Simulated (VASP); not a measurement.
A VASP 6.6.1 single-point calculation on KBr

INCAR

```
EDIFF = 1E-7
GGA = PE
NSW = 0
LCHARG = .FALSE.
NELM = 120
LWAVE = .FALSE.
ENCUT = 520
AMIX = 0.05
IBRION = -1
PREC = Accurate
NBANDS = 15
LASPH = .TRUE.
LREAL = .FALSE.
ALGO = All
ISMEAR = -1
SIGMA = 0.02
ISIF = 2
```

KPOINTS

```
KPOINTS created by Atomic Simulation Environment
0
Gamma
6 6 6
0 0 0
```

POSCAR

```
K  Br
 1.0000000000000000
     0.0553244894000000    3.6882992942000001    3.6882992942000001
     3.6882992942000001    0.0553244894000000    3.6882992942000001
     3.7436237835999999    3.7436237835999999    0.0000000000000000
 K   Br
   1   1
Cartesian
 -0.0000000000000000 -0.0000000000000000  0.0252036452624186
  1.8718118918000000  1.8718118917999997  1.8189460018375809
```

The recommended PBE PAW datasets give the neutral cell 16 valence electrons.

Command

```
mpirun -np 1 vasp_std
```

Question: Predict the outcome of this run.

Answer: It converged. Results: gap between bands v and c on the k mesh 4.26 eV; least direct gap on the k mesh 4.27 eV; pressure 0.3 GPa. Band v is the last that the valence electrons fill when counted band by band, and c is the next.

OSZICAR

```
N       E                     dE             d eps       ncg     rms           ort
DAV:   1     0.985089696915E+02    0.98509E+02   -0.74634E+03   690   0.946E+02
DAV:   2     0.144566485815E+01   -0.97063E+02   -0.89365E+02   690   0.213E+02
DAV:   3    -0.600960808832E+01   -0.74553E+01   -0.74161E+01   690   0.525E+01
DAV:   4    -0.635505185642E+01   -0.34544E+00   -0.34533E+00   690   0.976E+00
DAV:   5    -0.635653410201E+01   -0.14822E-02   -0.14822E-02   690   0.747E-01
SDA:   6    -0.563012485447E+01    0.72641E+00   -0.14822E-02   690   0.165E+01   0.000E+00
CGA:   7    -0.598856828676E+01   -0.35844E+00   -0.35899E+00   690   0.103E+00  -0.161E-01
CGA:   8    -0.601963004651E+01   -0.31062E-01   -0.31078E-01   690   0.342E-01   0.542E-05
CGA:   9    -0.603100408683E+01   -0.11374E-01   -0.11394E-01   690   0.105E-01  -0.167E-03
CGA:  10    -0.603342409662E+01   -0.24200E-02   -0.24199E-02   690   0.243E-02   0.139E-04
CGA:  11    -0.603407036691E+01   -0.64627E-03   -0.64607E-03   690   0.389E-03   0.494E-05
CGA:  12    -0.603417385399E+01   -0.10349E-03   -0.10367E-03   690   0.875E-04  -0.507E-05
CGA:  13    -0.603420044223E+01   -0.26588E-04   -0.26634E-04   690   0.285E-04  -0.606E-06
CGA:  14    -0.603421084138E+01   -0.10399E-04   -0.10368E-04   690   0.127E-04   0.251E-06
CGA:  15    -0.603421623763E+01   -0.53962E-05   -0.55717E-05   690   0.652E-05  -0.967E-06
CGA:  16    -0.603421880025E+01   -0.25626E-05   -0.27257E-05   690   0.240E-05  -0.897E-06
CGA:  17    -0.603421950439E+01   -0.70414E-06   -0.70481E-06   690   0.613E-06  -0.128E-07
CGA:  18    -0.603421971293E+01   -0.20855E-06   -0.20722E-06   690   0.179E-06   0.292E-07
CGA:  19    -0.603421979026E+01   -0.77327E-07   -0.79430E-07   690   0.721E-07  -0.167E-07
   1 F= -.60342198E+01 E0= -.60342198E+01  d E =-.220227E-10
```

For comparison, a separate PBE run of the intended cell, on usual settings and not on those above, gives a gap of 4.26 eV on its mesh and a pressure of 0.3 GPa.
